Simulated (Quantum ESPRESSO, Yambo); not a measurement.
# A GW chain in Yambo: SiC (P6_3mc), part 2 of 3

Aim: the G0W0 gap of SiC (P6_3mc) on PBE, step by step.

Quantum ESPRESSO 7.5 and Yambo 5.3.0; PBE and many-body steps on it, plane waves. Known limits of the many-body steps: not at the basis limit; coarse k mesh.

So far. Step 2 (Ground state): The gap is indirect, with the least direct gap 1.10 eV higher.

**3. Bands along the symmetry lines**

Level of this step: DFT, PBE, plane waves, norm-conserving pseudopotentials (Quantum ESPRESSO).

Levels along a band path, at the cheap level, show where the edges lie and whether the meshes to come will hold them.

Contents of pw.in:

```
&control
  calculation = 'bands'
  prefix = 'x'
  outdir = 'o'
  pseudo_dir = 'pseudo'
/
&system
  ibrav = 0
  nat = 12
  ntyp = 2
  ecutwfc = 74.0
  nbnd = 30
  force_symmorphic = .true.
/
&electrons
  conv_thr = 1e-9
  electron_maxstep = 80
  diago_full_acc = .true.
  diago_thr_init = 5e-6
/
ATOMIC_SPECIES
  Si 28.085 Si.upf
  C 12.011 C.upf
CELL_PARAMETERS angstrom
  3.0766210102 -0.0000000000 0.0000000000
  -1.5383105051 2.6644319527 0.0000000000
  0.0000000000 0.0000000000 15.0980843200
ATOMIC_POSITIONS crystal
  Si 0.3333333333 0.6666666667 0.8329861500
  Si 0.6666666667 0.3333333333 0.3329861500
  Si 0.6666666667 0.3333333333 0.6665006000
  Si 0.3333333333 0.6666666667 0.1665006000
  Si 0.0000000000 0.0000000000 0.4997294200
  Si 0.0000000000 0.0000000000 0.9997294200
  C 0.0000000000 0.0000000000 0.8743664100
  C 0.0000000000 0.0000000000 0.3743664100
  C 0.3333333333 0.6666666667 0.7079967800
  C 0.6666666667 0.3333333333 0.2079967800
  C 0.6666666667 0.3333333333 0.5415216400
  C 0.3333333333 0.6666666667 0.0415216400
K_POINTS crystal
  75
  0.00000000 0.00000000 0.00000000 1
  0.06250000 0.00000000 0.00000000 1
  0.12500000 0.00000000 0.00000000 1
  0.18750000 0.00000000 0.00000000 1
  0.25000000 0.00000000 0.00000000 1
  0.31250000 0.00000000 0.00000000 1
  0.37500000 0.00000000 0.00000000 1
  0.43750000 0.00000000 0.00000000 1
  0.50000000 0.00000000 0.00000000 1
  0.47916667 0.04166667 0.00000000 1
  0.45833333 0.08333333 0.00000000 1
  0.43750000 0.12500000 0.00000000 1
  0.41666666 0.16666666 0.00000000 1
  0.39583333 0.20833333 0.00000000 1
  0.37500000 0.25000000 0.00000000 1
  0.35416666 0.29166666 0.00000000 1
  0.33333333 0.33333333 0.00000000 1
  0.29166666 0.29166666 0.00000000 1
  0.25000000 0.25000000 0.00000000 1
  0.20833333 0.20833333 0.00000000 1
  0.16666666 0.16666666 0.00000000 1
  0.12500000 0.12500000 0.00000000 1
  0.08333333 0.08333333 0.00000000 1
  0.04166667 0.04166667 0.00000000 1
  0.00000000 0.00000000 0.00000000 1
  0.00000000 0.00000000 0.06250000 1
  0.00000000 0.00000000 0.12500000 1
  0.00000000 0.00000000 0.18750000 1
  0.00000000 0.00000000 0.25000000 1
  0.00000000 0.00000000 0.31250000 1
  0.00000000 0.00000000 0.37500000 1
  0.00000000 0.00000000 0.43750000 1
  0.00000000 0.00000000 0.50000000 1
  0.06250000 0.00000000 0.50000000 1
  0.12500000 0.00000000 0.50000000 1
  0.18750000 0.00000000 0.50000000 1
  0.25000000 0.00000000 0.50000000 1
  0.31250000 0.00000000 0.50000000 1
  0.37500000 0.00000000 0.50000000 1
  0.43750000 0.00000000 0.50000000 1
  0.50000000 0.00000000 0.50000000 1
  0.47916667 0.04166667 0.50000000 1
  0.45833333 0.08333333 0.50000000 1
  0.43750000 0.12500000 0.50000000 1
  0.41666666 0.16666666 0.50000000 1
  0.39583333 0.20833333 0.50000000 1
  0.37500000 0.25000000 0.50000000 1
  0.35416666 0.29166666 0.50000000 1
  0.33333333 0.33333333 0.50000000 1
  0.29166666 0.29166666 0.50000000 1
  0.25000000 0.25000000 0.50000000 1
  0.20833333 0.20833333 0.50000000 1
  0.16666666 0.16666666 0.50000000 1
  0.12500000 0.12500000 0.50000000 1
  0.08333333 0.08333333 0.50000000 1
  0.04166667 0.04166667 0.50000000 1
  0.00000000 0.00000000 0.50000000 1
  0.50000000 0.00000000 0.50000000 1
  0.50000000 0.00000000 0.43750000 1
  0.50000000 0.00000000 0.37500000 1
  0.50000000 0.00000000 0.31250000 1
  0.50000000 0.00000000 0.25000000 1
  0.50000000 0.00000000 0.18750000 1
  0.50000000 0.00000000 0.12500000 1
  0.50000000 0.00000000 0.06250000 1
  0.50000000 0.00000000 0.00000000 1
  0.33333333 0.33333333 0.50000000 1
  0.33333333 0.33333333 0.43750000 1
  0.33333333 0.33333333 0.37500000 1
  0.33333333 0.33333333 0.31250000 1
  0.33333333 0.33333333 0.25000000 1
  0.33333333 0.33333333 0.18750000 1
  0.33333333 0.33333333 0.12500000 1
  0.33333333 0.33333333 0.06250000 1
  0.33333333 0.33333333 0.00000000 1
```

Run with:

```console
OMP_NUM_THREADS=1 mpirun -n 4 pw.x -nk 4 -in pw.in > pw.out
```

Output:

```text
[banner, memory and clock lines left out]
Program PWSCF v.7.5 starts

     Atomic positions and unit cell read from directory:
     o/x.save/

     Message from routine setup:
     using ibrav=0 with symmetry is DISCOURAGED, use correct ibrav instead

     G-vector sticks info

     bravais-lattice index     =            0
     lattice parameter (alat)  =       5.8140  a.u.
     unit-cell volume          =     835.2127 (a.u.)^3
     number of atoms/cell      =           12
     number of atomic types    =            2
     number of electrons       =        48.00
     number of Kohn-Sham states=           30
     kinetic-energy cutoff     =      74.0000  Ry
     charge density cutoff     =     296.0000  Ry
     Exchange-correlation= PBE
                           (   1   4   3   4   0   0   0)

     celldm(1)=   5.813971  celldm(2)=   0.000000  celldm(3)=   0.000000
     celldm(4)=   0.000000  celldm(5)=   0.000000  celldm(6)=   0.000000

     crystal axes: (cart. coord. in units of alat)
               a(1) = (   1.000000  -0.000000   0.000000 )
               a(2) = (  -0.500000   0.866025   0.000000 )
               a(3) = (   0.000000   0.000000   4.907359 )

     reciprocal axes: (cart. coord. in units 2 pi/alat)
               b(1) = (  1.000000  0.577350 -0.000000 )
               b(2) = (  0.000000  1.154701 -0.000000 )
               b(3) = ( -0.000000 -0.000000  0.203776 )
     Pseudo is Norm-conserving + core correction, Zval =  4.0
     Generated using ONCVPSP code by D. R. Hamann
     Using radial grid of 1510 points,  6 beta functions with:
     Pseudo is Norm-conserving + core correction, Zval =  4.0
     Generated using ONCVPSP code by D. R. Hamann
     Using radial grid of 1248 points,  4 beta functions with:
     Si                4.00    28.08500     Si( 1.00)
     C                 4.00    12.01100     C ( 1.00)

      6 Sym. Ops. (no inversion) found

   Cartesian axes

     site n.     atom                  positions (alat units)
         1        Si     tau(   1) = (  -0.0000000   0.5773503   4.0877622  )
         2        Si     tau(   2) = (   0.5000000   0.2886751   1.6340826  )
         3        Si     tau(   3) = (   0.5000000   0.2886751   3.2707578  )
         4        Si     tau(   4) = (  -0.0000000   0.5773503   0.8170782  )
         5        Si     tau(   5) = (   0.0000000   0.0000000   2.4523518  )
         6        Si     tau(   6) = (   0.0000000   0.0000000   4.9060313  )
         7        C      tau(   7) = (   0.0000000   0.0000000   4.2908300  )
         8        C      tau(   8) = (   0.0000000   0.0000000   1.8371504  )
         9        C      tau(   9) = (  -0.0000000   0.5773503   3.4743945  )
        10        C      tau(  10) = (   0.5000000   0.2886751   1.0207149  )
        11        C      tau(  11) = (   0.5000000   0.2886751   2.6574412  )
        12        C      tau(  12) = (  -0.0000000   0.5773503   0.2037616  )

     number of k points=    75
                       cart. coord. in units 2pi/alat
        k(    1) = (   0.0000000   0.0000000   0.0000000), wk =   0.0266667
        k(    2) = (   0.0625000   0.0360844   0.0000000), wk =   0.0266667
        k(    3) = (   0.1250000   0.0721688   0.0000000), wk =   0.0266667
[...]
[... 63 further rows ...]
        k(   74) = (   0.3333333   0.5773503   0.0127360), wk =   0.0266667
        k(   75) = (   0.3333333   0.5773503   0.0000000), wk =   0.0266667

     Dense  grid:    71833 G-vectors     FFT dimensions: (  32,  32, 160)

     The potential is recalculated from file :
     o/x.save/charge-density

     Starting wfcs are   48 randomized atomic wfcs

     Band Structure Calculation

     End of band structure calculation

          k = 0.0000 0.0000 0.0000 (  8941 PWs)   bands (ev):

    -5.9044  -5.3824  -5.3456  -3.8489  -3.8192  -2.3274   0.9710   3.3230
     3.3625   7.1497   7.1775   8.4354   8.4354   8.6224   8.6224   8.7319
     8.7319   9.2006   9.2006   9.2818   9.2818   9.5475   9.5842   9.5842
    14.7869  14.9569  15.3681  15.8793  15.9144  16.2796

          k = 0.0625 0.0361 0.0000 (  8891 PWs)   bands (ev):

[...]
15.0145  15.1903  15.5170  16.0004  16.0489  16.2753

          k = 0.1250 0.0722 0.0000 (  8906 PWs)   bands (ev):

[...]
14.8469  15.1829  15.2529  15.8733  16.1124  16.2845

[...]
k = 0.3333 0.5774 0.0127 (  9057 PWs)   bands (ev):

[...]
13.0808  13.0808  13.3737  14.6515  15.7441  15.7441

          k = 0.3333 0.5774 0.0000 (  9054 PWs)   bands (ev):

[...]
2.1329   2.4641   2.7966   2.7966   3.5555   3.5556   3.8955   4.8062
     5.0085   5.0085   6.2131   6.2131   6.4202   7.3633   7.5070   7.5070
    13.0746  13.0746  13.3633  14.6688  15.8028  15.8028

     XML data file, pseudopotentials, collected wavefunctions
```

Run time: 42 s. Hardware: 4 MPI ranks of Arm Neoverse V1, shared host; peak memory 0.41 GiB; 2.8 min of CPU time.

This step gave:

| Item | Value |
| --- | --- |
| gap | 2.022 eV |
| k of the valence top | 0, 0, 0 |
| k of the conduction bottom | 0.5, 0, 0.1875 |
| least direct gap | 3.130 eV |

The gap is 2.022 eV, −0.004 eV from the run before at this level.

Electronic bands along the path, in eV, zero at the top of the highest filled band:

| point | band 21 | band 22 | band 23 | band 24 | band 25 | band 26 | band 27 | band 28 |
| --- | --- | --- | --- | --- | --- | --- | --- | --- |
| Γ | -0.30 | -0.04 | 0.00 | 0.00 | 5.20 | 5.37 | 5.78 | 6.30 |
| halfway | -1.15 | -1.12 | -0.71 | -0.53 | 3.68 | 3.91 | 4.39 | 5.02 |
| M | -1.82 | -1.79 | -1.67 | -1.10 | 2.03 | 2.22 | 3.22 | 3.90 |
| halfway | -2.44 | -2.23 | -2.01 | -1.77 | 2.85 | 3.53 | 4.51 | 4.95 |
| K | -3.16 | -2.22 | -2.08 | -2.08 | 3.49 | 3.49 | 3.78 | 5.08 |
| halfway | -1.79 | -1.74 | -1.30 | -0.72 | 4.82 | 4.88 | 4.98 | 5.07 |
| Γ | -0.30 | -0.04 | 0.00 | 0.00 | 5.20 | 5.37 | 5.78 | 6.29 |
| halfway | -0.20 | -0.20 | -0.02 | -0.02 | 5.22 | 5.34 | 5.86 | 6.20 |
| A | -0.10 | -0.10 | -0.10 | -0.10 | 5.27 | 5.27 | 6.02 | 6.02 |
| halfway | -1.00 | -1.00 | -0.71 | -0.71 | 3.79 | 3.79 | 4.74 | 4.74 |
| L | -1.72 | -1.72 | -1.31 | -1.31 | 2.07 | 2.07 | 3.44 | 3.44 |
| halfway | -2.67 | -2.67 | -1.67 | -1.67 | 3.22 | 3.22 | 4.49 | 4.49 |
| H | -2.64 | -2.64 | -2.27 | -2.27 | 3.68 | 3.68 | 4.35 | 4.35 |
| halfway | -1.96 | -1.96 | -0.85 | -0.85 | 4.75 | 4.75 | 5.14 | 5.14 |
| A | -0.10 | -0.10 | -0.10 | -0.10 | 5.27 | 5.27 | 6.02 | 6.02 |
| jump to L | -1.72 | -1.72 | -1.31 | -1.31 | 2.07 | 2.07 | 3.44 | 3.44 |
| halfway | -2.00 | -1.64 | -1.54 | -1.16 | 2.02 | 2.17 | 3.29 | 3.68 |
| M | -1.82 | -1.79 | -1.67 | -1.10 | 2.03 | 2.22 | 3.22 | 3.90 |
| jump to H | -2.64 | -2.64 | -2.27 | -2.27 | 3.68 | 3.68 | 4.35 | 4.35 |
| halfway | -2.99 | -2.34 | -2.16 | -2.16 | 3.58 | 3.58 | 3.94 | 4.84 |
| K | -3.16 | -2.22 | -2.08 | -2.08 | 3.49 | 3.49 | 3.78 | 5.08 |

**4. Empty states on the mesh, 6×6×1 mesh, 540 bands**

The sums over transitions need many empty states on a uniform mesh; this step solves for them.

Contents of pw.in:

```
&control
  calculation = 'nscf'
  prefix = 'x'
  outdir = 'o'
  pseudo_dir = 'pseudo'
/
&system
  ibrav = 0
  nat = 12
  ntyp = 2
  ecutwfc = 74.0
  nbnd = 540
  force_symmorphic = .true.
/
&electrons
  conv_thr = 1e-9
  electron_maxstep = 80
  diago_full_acc = .true.
  diago_thr_init = 5e-6
/
ATOMIC_SPECIES
  Si 28.085 Si.upf
  C 12.011 C.upf
CELL_PARAMETERS angstrom
  3.0766210102 -0.0000000000 0.0000000000
  -1.5383105051 2.6644319527 0.0000000000
  0.0000000000 0.0000000000 15.0980843200
ATOMIC_POSITIONS crystal
  Si 0.3333333333 0.6666666667 0.8329861500
  Si 0.6666666667 0.3333333333 0.3329861500
  Si 0.6666666667 0.3333333333 0.6665006000
  Si 0.3333333333 0.6666666667 0.1665006000
  Si 0.0000000000 0.0000000000 0.4997294200
  Si 0.0000000000 0.0000000000 0.9997294200
  C 0.0000000000 0.0000000000 0.8743664100
  C 0.0000000000 0.0000000000 0.3743664100
  C 0.3333333333 0.6666666667 0.7079967800
  C 0.6666666667 0.3333333333 0.2079967800
  C 0.6666666667 0.3333333333 0.5415216400
  C 0.3333333333 0.6666666667 0.0415216400
K_POINTS automatic
  6 6 1 0 0 0
```

Output:

```text
[banner, memory and clock lines left out]
Program PWSCF v.7.5 starts

     Atomic positions and unit cell read from directory:
     o/x.save/

     Message from routine setup:
     using ibrav=0 with symmetry is DISCOURAGED, use correct ibrav instead

     G-vector sticks info

     bravais-lattice index     =            0
     lattice parameter (alat)  =       5.8140  a.u.
     unit-cell volume          =     835.2127 (a.u.)^3
     number of atoms/cell      =           12
     number of atomic types    =            2
     number of electrons       =        48.00
     number of Kohn-Sham states=          540
     kinetic-energy cutoff     =      74.0000  Ry
     charge density cutoff     =     296.0000  Ry
     Exchange-correlation= PBE
                           (   1   4   3   4   0   0   0)

     celldm(1)=   5.813971  celldm(2)=   0.000000  celldm(3)=   0.000000
     celldm(4)=   0.000000  celldm(5)=   0.000000  celldm(6)=   0.000000

     crystal axes: (cart. coord. in units of alat)
               a(1) = (   1.000000  -0.000000   0.000000 )
               a(2) = (  -0.500000   0.866025   0.000000 )
               a(3) = (   0.000000   0.000000   4.907359 )

     reciprocal axes: (cart. coord. in units 2 pi/alat)
               b(1) = (  1.000000  0.577350 -0.000000 )
               b(2) = (  0.000000  1.154701 -0.000000 )
               b(3) = ( -0.000000 -0.000000  0.203776 )
     Pseudo is Norm-conserving + core correction, Zval =  4.0
     Generated using ONCVPSP code by D. R. Hamann
     Using radial grid of 1510 points,  6 beta functions with:
     Pseudo is Norm-conserving + core correction, Zval =  4.0
     Generated using ONCVPSP code by D. R. Hamann
     Using radial grid of 1248 points,  4 beta functions with:
     Si                4.00    28.08500     Si( 1.00)
     C                 4.00    12.01100     C ( 1.00)

      6 Sym. Ops. (no inversion) found

   Cartesian axes

     site n.     atom                  positions (alat units)
         1        Si     tau(   1) = (  -0.0000000   0.5773503   4.0877622  )
         2        Si     tau(   2) = (   0.5000000   0.2886751   1.6340826  )
         3        Si     tau(   3) = (   0.5000000   0.2886751   3.2707578  )
         4        Si     tau(   4) = (  -0.0000000   0.5773503   0.8170782  )
         5        Si     tau(   5) = (   0.0000000   0.0000000   2.4523518  )
         6        Si     tau(   6) = (   0.0000000   0.0000000   4.9060313  )
         7        C      tau(   7) = (   0.0000000   0.0000000   4.2908300  )
         8        C      tau(   8) = (   0.0000000   0.0000000   1.8371504  )
         9        C      tau(   9) = (  -0.0000000   0.5773503   3.4743945  )
        10        C      tau(  10) = (   0.5000000   0.2886751   1.0207149  )
        11        C      tau(  11) = (   0.5000000   0.2886751   2.6574412  )
        12        C      tau(  12) = (  -0.0000000   0.5773503   0.2037616  )

     number of k points=     7
                       cart. coord. in units 2pi/alat
        k(    1) = (   0.0000000   0.0000000   0.0000000), wk =   0.0555556
        k(    2) = (   0.0000000   0.1924501   0.0000000), wk =   0.3333333
        k(    3) = (   0.0000000   0.3849002   0.0000000), wk =   0.3333333
        k(    4) = (   0.0000000  -0.5773503   0.0000000), wk =   0.1666667
        k(    5) = (   0.1666667   0.2886751   0.0000000), wk =   0.3333333
        k(    6) = (   0.1666667   0.4811252   0.0000000), wk =   0.6666667
        k(    7) = (   0.3333333   0.5773503   0.0000000), wk =   0.1111111

     Dense  grid:    71833 G-vectors     FFT dimensions: (  32,  32, 160)

     The potential is recalculated from file :
     o/x.save/charge-density

     Starting wfcs are   48 randomized atomic wfcs +  492 random wfcs

     Band Structure Calculation

     End of band structure calculation

          k = 0.0000 0.0000 0.0000 (  8941 PWs)   bands (ev):

    -5.9044  -5.3824  -5.3456  -3.8489  -3.8192  -2.3274   0.9710   3.3230
     3.3625   7.1497   7.1775   8.4354   8.4354   8.6224   8.6224   8.7319
     8.7319   9.2006   9.2006   9.2818   9.2818   9.5475   9.5842   9.5842
[...]
[... 56 further rows ...]
[...]
146.4545 146.8095 147.5572 147.5572

          k = 0.0000 0.1925 0.0000 (  8928 PWs)   bands (ev):

[...]
[... 56 further rows ...]
[...]
146.4039 146.5294 146.6434 146.8592

          k = 0.0000 0.3849 0.0000 (  8976 PWs)   bands (ev):

[...]
32.3197  32.3797  33.0699  33.2579  33.4779  33.7163  33.7714  34.1070
     [... 56 further rows ...]
   144.0309 144.2933 144.4252 144.7993 145.0146 145.0799 145.2774 145.3429
   145.7397 145.7744 146.0091 146.0971

          k = 0.0000-0.5774 0.0000 (  9006 PWs)   bands (ev):

     [... further k-points ...]

     highest occupied, lowest unoccupied level (ev):     9.5842   11.6109

     XML data file, pseudopotentials, collected wavefunctions
```

Wall time 3.2 min (4 MPI ranks); peak memory 2 GiB.

This step gave:

```
gap                                                           : 2.027 eV
k of the valence top                                          : 0, 0, 0
k of the conduction bottom                                    : 0, -0.5, 0
least direct gap                                              : 3.130 eV
k points computed                                             : 7
lowest point of the top converged band, above the valence top : 133.5747 eV
```

On this mesh the gap is 2.027 eV.

(Part 2 of 3 ends here.)

[Paths, hosts, dates, memory and timing lines, banners, echoed tables and standing remarks are left out of the program output.]

[Logs are printed without paths, hosts, clocks, repeated set-up lines and the standing remarks that a program may print on its own settings, such as how far it seeks lower states.]

[Runs of the session that timed out or met a known fault of the program may be left out.]

[Hosts, paths, dates, database ids (printed as entryN), source tags and the programs' standing remarks are cut or masked in the printed files.]
